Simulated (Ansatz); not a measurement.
# CdTe (Cmcm): the cost of one run

Method: DFT PBE, scalar-relativistic, plane waves, PAW, in Ansatz 0.2.0.

### 1 The structure to begin with

It takes space group Cmcm (No. 63, orthorhombic). Conventional cell: a = 5.570 Å, b = 5.960 Å, c = 5.280 Å, α = 90.00°, β = 90.00°, γ = 90.00°. Around Cd (site symmetry m2m) lie 6 Te at 2.79 to 3.16 Å and 2 Cd at 3.19 Å. Te (site symmetry m2m) has 6 Cd at 2.79 to 3.16 Å as nearest neighbours.

As a file:

```cif
data_structure
_symmetry_space_group_name_H-M 'Cmcm'
_symmetry_Int_Tables_number 63
_cell_length_a 5.5700
_cell_length_b 5.9600
_cell_length_c 5.2800
_cell_angle_alpha 90.000
_cell_angle_beta 90.000
_cell_angle_gamma 90.000
_cell_volume 175.28
loop_
_atom_site_label
_atom_site_type_symbol
_atom_site_symmetry_multiplicity
_atom_site_Wyckoff_symbol
_atom_site_fract_x
_atom_site_fract_y
_atom_site_fract_z
_atom_site_occupancy
Cd1 Cd 4 c 0.50000 0.15000 0.25000 1
Te1 Te 4 c 0.50000 0.68000 0.25000 1
```

### 2 Cell and atoms relaxed at 18 GPa

Input file input.yaml:

```yaml
crystal:
  lattice:
    - [2.785, -2.98, 0.0]
    - [2.785, 2.98, 0.0]
    - [0.0, 0.0, 5.28]
  atoms:
    - { symbol: Cd, position: [0.35, 0.65, 0.25] }
    - { symbol: Cd, position: [0.65, 0.35, 0.75] }
    - { symbol: Te, position: [0.82, 0.18, 0.25] }
    - { symbol: Te, position: [0.18, 0.82, 0.75] }
scf:
  occupations: { method: gaussian, width: 0.08 }
output:
  forces: true
  stress: true
  eigenvalues: true
  write_density: true
  write_potential: true
  elf: true
  volumetric_format: npy
hamiltonian:
  xc: pbe
basis:
  ecutwfc: 450
kpoints:
  mp_grid: { grid: [12, 12, 10] }
relax:
  f_tol: 0.005
  max_steps: 60
  cell: { stress_tol: 0.03, p_target: 18 }
```

Command:

```bash
$ ansatz run input.yaml --threads 1 --pin off --max-ram 2867MiB --backend cpu --events-out ev --progress --plain --runs-dir out
```

What time and memory should one allow on 1 thread of Intel Xeon at 2.30GHz, shared host?

About 5.8 min, with a peak of 1 GiB.
